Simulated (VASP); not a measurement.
# PbO (Litharge) (P4/nmm) in VASP: further runs

Aim: see how the results for PbO (Litharge) move with the level of theory and the settings. Levels: HSE06, HSE03, PBE0, r2SCAN-EpsX. Tasks: band structure.

Everything below comes from runs of VASP 6.6.1. Logs are shortened: lines on timing, memory, paths and dates and some standing lists are left out, and cuts for length are marked.

## Step 1: The crystal as given

Symmetry: P4/nmm, No. 129, tetragonal system. The conventional cell has a = 3.990 Å, b = 3.990 Å, c = 5.010 Å, α = 90.00°, β = 90.00°, γ = 90.00°. Pb (site symmetry 4mm) has 4 O at 2.33 Å as nearest neighbours. O (site symmetry -4m2) has 4 Pb at 2.33 Å as nearest neighbours.

## Step 2: Band structure, HSE06

POSCAR

```
PbO
1.0
    3.9900000000      0.0000000000      0.0000000000
    0.0000000000      3.9900000000      0.0000000000
    0.0000000000      0.0000000000      5.0100000000
Pb O
2 2
Direct
    0.5000000000      0.0000000000      0.7600000000
    0.0000000000      0.5000000000      0.2400000000
    0.5000000000      0.5000000000      0.0000000000
    0.0000000000      0.0000000000      0.0000000000
```

INCAR.step1

```
ALGO = Normal ; EDIFF = 1E-5
ENCUT = 520 ; GGA = PE
ISIF = 2 ; ISMEAR = 0
KPAR = 4 ; LASPH = True
LCHARG = False ; LREAL = False
LWAVE = True ; NELM = 100
PREC = Accurate ; SIGMA = 0.02
```

INCAR.step2

```
ALGO = Normal ; EDIFF = 1E-6
ENCUT = 520 ; GGA = PE
HFSCREEN = 0.2 ; ISIF = 2
ISMEAR = 0 ; ISTART = 1
KPAR = 4 ; LASPH = True
LCHARG = False ; LHFCALC = True
LREAL = False ; LWAVE = False
NELM = 100 ; PREC = Accurate
PRECFOCK = Fast ; SIGMA = 0.02
```

KPOINTS

```
k-points
0
Gamma
  6 6 4
```

KPOINTS_OPT

```
path GXMGZRAZ,XR,MA
10
line-mode
reciprocal
 0.0000000000  0.0000000000  0.0000000000  G
 0.0000000000  0.5000000000  0.0000000000  X

 0.0000000000  0.5000000000  0.0000000000  X
 0.5000000000  0.5000000000  0.0000000000  M

 0.5000000000  0.5000000000  0.0000000000  M
 0.0000000000  0.0000000000  0.0000000000  G

 0.0000000000  0.0000000000  0.0000000000  G
 0.0000000000  0.0000000000  0.5000000000  Z

 0.0000000000  0.0000000000  0.5000000000  Z
 0.0000000000  0.5000000000  0.5000000000  R

 0.0000000000  0.5000000000  0.5000000000  R
 0.5000000000  0.5000000000  0.5000000000  A

 0.5000000000  0.5000000000  0.5000000000  A
 0.0000000000  0.0000000000  0.5000000000  Z

 0.0000000000  0.5000000000  0.0000000000  X
 0.0000000000  0.5000000000  0.5000000000  R

 0.5000000000  0.5000000000  0.0000000000  M
 0.5000000000  0.5000000000  0.5000000000  A
```

Potentials or basis: VASP PAW PBE potentials, release 64 (Pb_d, O).

Run with:

```console
> cat potpaw_PBE.64/Pb_d/POTCAR potpaw_PBE.64/O/POTCAR > POTCAR
> cp INCAR.step1 INCAR
> mpirun -np 4 vasp_std > vasp.out
> cp INCAR.step2 INCAR
> mpirun -np 4 vasp_std > vasp.out
```

OUTCAR:

```text
EDIFF = 1E-6
   ENCUT = 520
   GGA = PE
   HFSCREEN = 0.2
   ISIF = 2
   ISMEAR = 0
   ISTART = 1
   LASPH = True
   LHFCALC = True
   LREAL = False
   NELM = 100
   PREC = Accurate
   PRECFOCK = Fast

 ion  position               nearest neighbor table
   1  0.500  0.000  0.760-   3 2.33   4 2.33   3 2.33   4 2.33   2 3.71   2 3.71   2 3.71   2 3.71
                             2 3.84   2 3.84   2 3.84   2 3.84
   2  0.000  0.500  0.240-   3 2.33   4 2.33   4 2.33   3 2.33   1 3.71   1 3.71   1 3.71   1 3.71
                             1 3.84   1 3.84   1 3.84   1 3.84
   3  0.500  0.500  0.000-   1 2.33   2 2.33   1 2.33   2 2.33
   4  0.000  0.000  0.000-   1 2.33   2 2.33   2 2.33   1 2.33

  LATTYP: Found a simple tetragonal cell.
 ALAT       =     3.9900000000
 C/A-ratio  =     1.2556390977

  Lattice vectors:

 A1 = (   3.9900000000,   0.0000000000,   0.0000000000)
 A2 = (   0.0000000000,   3.9900000000,   0.0000000000)
 A3 = (   0.0000000000,   0.0000000000,   5.0100000000)

Analysis of symmetry for initial positions (statically):
=====================================================================
 Subroutine PRICEL returns:
 Original cell was already a primitive cell.

 Routine SETGRP: Setting up the symmetry group for a
 simple tetragonal supercell.

 Subroutine GETGRP returns: Found 16 space group operations
 (whereof  8 operations were pure point group operations)
 out of a pool of 16 trial point group operations.

The static configuration has the point symmetry D_2d.
 The point group associated with its full space group is D_4h.

Analysis of symmetry for dynamics (positions and initial velocities):
=====================================================================
 Subroutine PRICEL returns:
 Original cell was already a primitive cell.

 Routine SETGRP: Setting up the symmetry group for a
 simple tetragonal supercell.

 Subroutine GETGRP returns: Found 16 space group operations
 (whereof  8 operations were pure point group operations)
 out of a pool of 16 trial point group operations.

The dynamic configuration has the point symmetry D_2d.
 The point group associated with its full space group is D_4h.

 Subroutine INISYM returns: Found 16 space group operations
 (whereof  8 operations are pure point group operations),
 and found     1 'primitive' translations

----------------------------------------------------------------------------------------

                                     Primitive cell

  volume of cell :      79.7597

  direct lattice vectors                    reciprocal lattice vectors
     3.990000000  0.000000000  0.000000000     0.250626566  0.000000000  0.000000000
     0.000000000  3.990000000  0.000000000     0.000000000  0.250626566  0.000000000
     0.000000000  0.000000000  5.010000000     0.000000000  0.000000000  0.199600798

  length of vectors
     3.990000000  3.990000000  5.010000000     0.250626566  0.250626566  0.199600798

  position of ions in fractional coordinates (direct lattice)
     0.500000000  0.000000000  0.760000000
     0.000000000  0.500000000  0.240000000
     0.500000000  0.500000000  0.000000000
     0.000000000  0.000000000  0.000000000

  ion indices of the primitive-cell ions
   primitive index   ion index
                 1           1
                 2           2
                 3           3
                 4           4

----------------------------------------------------------------------------------------

 KPOINTS: k-points

Automatic generation of k-mesh.
 Grid dimensions read from file:
 generate k-points for:    6    6    4

 Generating k-lattice:

  Cartesian coordinates                     Fractional coordinates (reciprocal lattice)
     0.041771094  0.000000000  0.000000000     0.166666667  0.000000000  0.000000000
     0.000000000  0.041771094  0.000000000     0.000000000  0.166666667  0.000000000
     0.000000000  0.000000000  0.049900200     0.000000000  0.000000000  0.250000000

  Length of vectors
     0.041771094  0.041771094  0.049900200

  Shift w.r.t. Gamma in fractional coordinates (k-lattice)
     0.000000000  0.000000000  0.000000000

 Subroutine IBZKPT returns following result:
 ===========================================

 Found     30 irreducible k-points:

 Following reciprocal coordinates:
            Coordinates               Weight
  0.000000  0.000000  0.000000      1.000000
  0.166667  0.000000  0.000000      4.000000
  0.333333  0.000000  0.000000      4.000000
  0.500000  0.000000  0.000000      2.000000
  0.166667  0.166667  0.000000      4.000000
  0.333333  0.166667  0.000000      8.000000
[... 16 lines left out ...]
  0.333333  0.000000  0.500000      4.000000
  0.500000  0.000000  0.500000      2.000000
 [... further k-points ...]
   k-points           NKPTS =     30   k-points in BZ     NKDIM =    144   number of bands    NBANDS=     24
   number of dos      NEDOS =    301   number of ions     NIONS =      4
   total plane-waves  NPLWV =  36000
   dimension x,y,z NGX =    30 NGY =   30 NGZ =   40
   dimension x,y,z NGXF=    60 NGYF=   60 NGZF=   80
   ions per type =               2   2
   NGX,Y,Z   is equivalent  to a cutoff of  12.50, 12.50, 13.27 a.u.
   NGXF,Y,Z  is equivalent  to a cutoff of  25.00, 25.00, 26.55 a.u.
 SYSTEM =  unknown system
   PREC   = accura    normal or accurate (medium, high low for compatibility)
   ISTART =      1    job   : 0-new  1-cont  2-samecut
   ICHARG =      0    charge: 1-file 2-atom 10-const
   ISPIN  =      1    spin polarized calculation?
   LNONCOLLINEAR =      F non collinear calculations
   LSORBIT =      F    spin-orbit coupling
   LASPH  =      T    aspherical Exc in radial PAW
   ENCUT  =  520.0 eV  38.22 Ry    6.18 a.u.   7.42  7.42  9.32*2*pi/ulx,y,z
   NELM   =    100;   NELMIN=  2; NELMDL=  0     # of ELM steps
   EDIFF  = 0.1E-05   stopping-criterion for ELM
   LREAL  =      F    real-space projection
   EDIFFG = 0.1E-04   stopping-criterion for IOM
   NSW    =      0    number of steps for IOM
   IBRION =     -1    ionic relax: 0-MD 1-quasi-New 2-CG
   NFREE  =      0    steps in history (QN), initial steepest desc. (CG)
   ISIF   =      2    stress and relaxation
   ISYM   =      3    0-nonsym 1-usesym 2-fastsym
   POTIM  = 0.5000    time-step for ionic-motion
   TEBEG  =    0.0;   TEEND  =   0.0 temperature during run
   PSTRESS=    0.0 pullay stress
   NELECT =      40.0000    total number of electrons
   NUPDOWN=      -1.0000    fix difference up-down
   EMIN   =  10.00;   EMAX   =-10.00  energy-range for DOS
   EFERMI =   0.00;   METHOD = LEGACY
   ISMEAR =     0;   SIGMA  =   0.02  broadening in eV -4-tet -1-fermi 0-gaus
   EFERMI_NEDOS =   21; number of points for ismear=-14 and -15
   IALGO  =     38    algorithm
   IMIX   =      1    mixing-type and parameters
     AMIX     =   0.40;   BMIX     =  1.00
     AMIX_MAG =   1.60;   BMIX_MAG =  1.00
  volume/ion in A,a.u.               =      19.94       134.56
  Fermi-wavevector in a.u.,A,eV,Ry     =   1.300670  2.457909 23.017539  1.691741
  Thomas-Fermi vector in A             =   2.431853
   LORBIT       =      0    0 simple, 1 ext, 2 COOP (PROOUT), +10 PAW based schemes
   GGA     = PE    functional components
   LHFCALC =     T    Hartree Fock is set to
   PRECFOCK=fast      Normal, Fast or Accurate (Low or Medium for compatibility)
   ENCUT4O =  -1.0   cutoff for four orbital integrals eV
   NKREDX  =     1    reduce k-point grid by
   NKREDY  =     1    reduce k-point grid by
   NKREDZ  =     1    reduce k-point grid by
   AEXX    =    0.2500 exact exchange contribution
   HFSCREEN=    0.2000 screening length (either q_TF or 0.3 A-1)
   HFSCREENC=   0.2000 screening length for correlation (either q_TF or 0.3 A-1)
   ENCUTFOCK=  -1.0 apply spherical cutoff to Coloumb kernel
   IVDW    =     0    specifies the selected vdW correction
   LEPSILON=     F    determine dielectric tensor
   LRPA    =     F    only Hartree local field effects (RPA)
 non-spin polarized calculation
 Gauss-broadening in eV      SIGMA  =   0.02
  energy-cutoff  :      520.00
  volume of cell :       79.76
 maximum number of plane-waves:      2179
 NGX is ok and might be reduce to    30
  NGX = 16; NGY = 16; NGZ = 20

 number of electron      39.9999999 magnetization

 Free energy of the ion-electron system (eV)
  ---------------------------------------------------
  ext. energy  EPLUGINS =         0.00000000
  ---------------------------------------------------
  free energy    TOTEN  =       -26.52154041 eV

  energy without entropy =      -26.52154041  energy(sigma->0) =      -26.52154041

 E-fermi :   4.6622     XC(G=0):  -8.1102

 val. band max:        4.5542508946   @ k =   0.0000   0.0000   0.0000
 cond. band min:       6.3843022897   @ k =   0.5000   0.5000   0.0000
 fundamental gap:      1.8300513952
 Fermi energy:         4.6622369302

 k-point     1 :       0.0000    0.0000    0.0000
  band No.  band energies     occupation
      1     -15.7896      2.00000
      2     -15.1549      2.00000
      3     -13.0226      2.00000
      4     -13.0226      2.00000
      5     -12.9607      2.00000
      6     -12.9469      2.00000
[... 16 lines left out ...]
     23      11.0812      0.00000
     24      11.1359      0.00000

 k-point     2 :       0.1667    0.0000    0.0000
  band No.  band energies     occupation
      1     -15.7257      2.00000
      2     -15.1806      2.00000
      3     -13.0084      2.00000
      4     -13.0083      2.00000
      5     -12.9442      2.00000
      6     -12.9270      2.00000
[... 16 lines left out ...]
     23      11.2443      0.00000
     24      11.4548      0.00000

 k-point     3 :       0.3333    0.0000    0.0000
  band No.  band energies     occupation
      1     -15.5715      2.00000
      2     -15.2628      2.00000
      3     -12.9710      2.00000
      4     -12.9706      2.00000
      5     -12.9158      2.00000
      6     -12.8845      2.00000
[... 16 lines left out ...]
     23      11.3301      0.00000
     24      11.6995      0.00000
[... 514 lines left out ...]
 k-point    23 :       0.3333    0.0000    0.5000
  band No.  band energies     occupation
      1     -15.5720      2.00000
      2     -15.2643      2.00000
      3     -12.9851      2.00000
      4     -12.9513      2.00000
      5     -12.9349      2.00000
      6     -12.9237      2.00000
[... 16 lines left out ...]
     23      10.5292      0.00000
     24      12.7246      0.00000

 k-point    24 :       0.5000    0.0000    0.5000
  band No.  band energies     occupation
      1     -15.4087      2.00000
      2     -15.4087      2.00000
      3     -12.9818      2.00000
      4     -12.9818      2.00000
      5     -12.9179      2.00000
      6     -12.9179      2.00000
[... 16 lines left out ...]
     23      11.8431      0.00000
     24      11.8431      0.00000

 [... further k-points ...]
[... 5 lines left out ...]
  --------------------------------------------------------------------------------------
  -------------------------------------------------------------------------------------
  Total       -0.3356321     -0.3356321     -0.4257488      0.0000000      0.0000000      0.0000000
  in kB       -6.7420282     -6.7420282     -8.5522521      0.0000000      0.0000000      0.0000000
  external PRESSURE =      -7.3454361 kB  Pullay stress =       0.0000000 kB

 VOLUME and BASIS-vectors are now :
 -----------------------------------------------------------------------------
  energy-cutoff  :      520.00
  volume of cell :       79.76
      direct lattice vectors                 reciprocal lattice vectors
     3.990000000  0.000000000  0.000000000     0.250626566  0.000000000  0.000000000
     0.000000000  3.990000000  0.000000000     0.000000000  0.250626566  0.000000000
     0.000000000  0.000000000  5.010000000     0.000000000  0.000000000  0.199600798

 POSITION                                       TOTAL-FORCE (eV/Angst)
 -----------------------------------------------------------------------------------
      1.99500      0.00000      3.80760         0.000000     -0.000000      0.590414
      0.00000      1.99500      1.20240         0.000000      0.000000     -0.590414
      1.99500      1.99500      0.00000        -0.000000     -0.000000     -0.000000
      0.00000      0.00000      0.00000         0.000000     -0.000000     -0.000000
 -----------------------------------------------------------------------------------
    total drift:                               -0.000006     -0.000006     -0.000000

  FREE ENERGIE OF THE ION-ELECTRON SYSTEM (eV)
  ---------------------------------------------------
  free  energy   TOTEN  =       -26.5215404061 eV

  energy  without entropy=      -26.5215404061  energy(sigma->0) =      -26.52154041
```

Wall time 54 min (4 MPI ranks of AMD EPYC 9R45 (Zen 5), shared host); peak memory 0.43 GiB.

What came out:

- Free energy: -26.5215 eV
- Pressure: -0.7 GPa
- Largest force: 0.590 eV/Å
- Band gap on the k mesh: 1.83 eV, indirect (least direct gap 3.23 eV)
- Band gap along the path: 1.83 eV, indirect (least direct gap 3.23 eV)

Forces in eV/Å, atoms in the order of the input:
```
Pb   0.000  0.000  0.590
Pb   0.000  0.000 -0.590
O    0.000  0.000  0.000
O    0.000  0.000  0.000
```

Levels at the corners of the path, in eV from the valence-band top:
```
point  band 18  band 19  band 20  band 21  band 22  band 23
    Γ    -2.07    -2.07     0.00     3.29     6.53     6.53
    X    -3.51    -1.91    -1.91     4.25     4.25     7.73
    X    -3.51    -1.91    -1.91     4.25     4.25     7.73
    M    -1.84    -1.40    -1.40     1.83     1.83     6.16
    M    -1.84    -1.40    -1.40     1.83     1.83     6.16
    Γ    -2.07    -2.07     0.00     3.29     6.53     6.53
    Γ    -2.07    -2.07     0.00     3.29     6.53     6.53
    Z    -2.09    -2.09    -1.23     2.89     4.81     4.81
    Z    -2.09    -2.09    -1.23     2.89     4.81     4.81
    R    -3.48    -1.21    -1.21     3.90     3.90     7.29
    R    -3.48    -1.21    -1.21     3.90     3.90     7.29
    A    -2.48    -1.40    -1.40     4.19     4.19     5.77
    A    -2.48    -1.40    -1.40     4.19     4.19     5.77
    Z    -2.09    -2.09    -1.23     2.89     4.81     4.81
    X    -3.51    -1.91    -1.91     4.25     4.25     7.73
    R    -3.48    -1.21    -1.21     3.90     3.90     7.29
    M    -1.84    -1.40    -1.40     1.83     1.83     6.16
    A    -2.48    -1.40    -1.40     4.19     4.19     5.77
```

Caveat: the PAW data sets were made with another functional, which shifts forces and pressure a little; spin-orbit coupling is left out, which as a rule narrows the gap of such compounds by several tenths of an eV.

## Step 3: Band structure, HSE03

POSCAR is that of step 2.

INCAR.step1 is that of step 2.

INCAR.step2: that of step 2 with these lines changed.

```diff
@@ -2,3 +2,3 @@
 ENCUT = 520 ; GGA = PE
-HFSCREEN = 0.2 ; ISIF = 2
+HFSCREEN = 0.3 ; ISIF = 2
 ISMEAR = 0 ; ISTART = 1
```

KPOINTS is that of step 2.

KPOINTS_OPT is that of step 2.

Potentials or basis: VASP PAW PBE potentials, release 64 (Pb_d, O).

Run with:

```console
> cat potpaw_PBE.64/Pb_d/POTCAR potpaw_PBE.64/O/POTCAR > POTCAR
> cp INCAR.step1 INCAR
> mpirun -np 4 vasp_std > vasp.out
> cp INCAR.step2 INCAR
> mpirun -np 4 vasp_std > vasp.out
```

It took 53 min on 4 MPI ranks of AMD EPYC 9R45 (Zen 5), shared host; peak memory 0.43 GiB.

It converged, with:

```
Free energy             : -25.7065 eV
Pressure                : -0.5 GPa
Largest force           : 0.550 eV/Å
Band gap on the k mesh  : 1.65 eV, indirect (least direct gap 3.01 eV)
Band gap along the path : 1.65 eV, indirect (least direct gap 3.01 eV)
```

Forces in eV/Å, atoms in the order of the input:
```
Pb   0.000  0.000  0.550
Pb   0.000  0.000 -0.550
O    0.000  0.000  0.000
O    0.000  0.000  0.000
```

Stress tensor (GPa, compression positive):
```
-0.42  0.00  0.00
 0.00 -0.42  0.00
 0.00  0.00 -0.65
```

Levels at the corners of the path, in eV from the valence-band top:
| point | band 17 | band 18 | band 19 | band 20 | band 21 | band 22 | band 23 | band 24 |
| --- | --- | --- | --- | --- | --- | --- | --- | --- |
| Γ | -2.12 | -2.02 | -2.02 | 0.00 | 3.10 | 6.29 | 6.29 | 6.36 |
| X | -3.45 | -3.45 | -1.87 | -1.87 | 4.04 | 4.04 | 7.49 | 7.52 |
| X | -3.45 | -3.45 | -1.87 | -1.87 | 4.04 | 4.04 | 7.48 | 7.56 |
| M | -1.82 | -1.82 | -1.36 | -1.36 | 1.65 | 1.65 | 5.95 | 5.95 |
| M | -1.82 | -1.82 | -1.36 | -1.36 | 1.65 | 1.65 | 5.95 | 5.95 |
| Γ | -2.12 | -2.02 | -2.02 | 0.00 | 3.10 | 6.29 | 6.29 | 6.36 |
| Γ | -2.12 | -2.02 | -2.02 | 0.00 | 3.10 | 6.29 | 6.29 | 6.36 |
| Z | -2.16 | -2.04 | -2.04 | -1.19 | 2.70 | 4.60 | 4.60 | 4.86 |
| Z | -2.16 | -2.04 | -2.04 | -1.19 | 2.70 | 4.60 | 4.60 | 4.86 |
| R | -3.41 | -3.41 | -1.19 | -1.19 | 3.69 | 3.69 | 7.05 | 7.05 |
| R | -3.41 | -3.41 | -1.19 | -1.19 | 3.69 | 3.69 | 7.05 | 7.05 |
| A | -2.44 | -2.44 | -1.36 | -1.36 | 3.98 | 3.98 | 5.55 | 5.55 |
| A | -2.44 | -2.44 | -1.36 | -1.36 | 3.98 | 3.98 | 5.55 | 5.55 |
| Z | -2.16 | -2.04 | -2.04 | -1.19 | 2.70 | 4.60 | 4.60 | 4.86 |
| X | -3.45 | -3.45 | -1.87 | -1.87 | 4.04 | 4.04 | 7.48 | 7.50 |
| R | -3.41 | -3.41 | -1.19 | -1.19 | 3.69 | 3.69 | 7.05 | 7.05 |
| M | -1.82 | -1.82 | -1.36 | -1.36 | 1.65 | 1.65 | 5.95 | 5.95 |
| A | -2.44 | -2.44 | -1.36 | -1.36 | 3.98 | 3.98 | 5.55 | 5.55 |

Caveat: the PAW data sets were made with another functional, which shifts forces and pressure a little; spin-orbit coupling is left out, which as a rule narrows the gap of such compounds by several tenths of an eV.

[end of part 1 of 2]
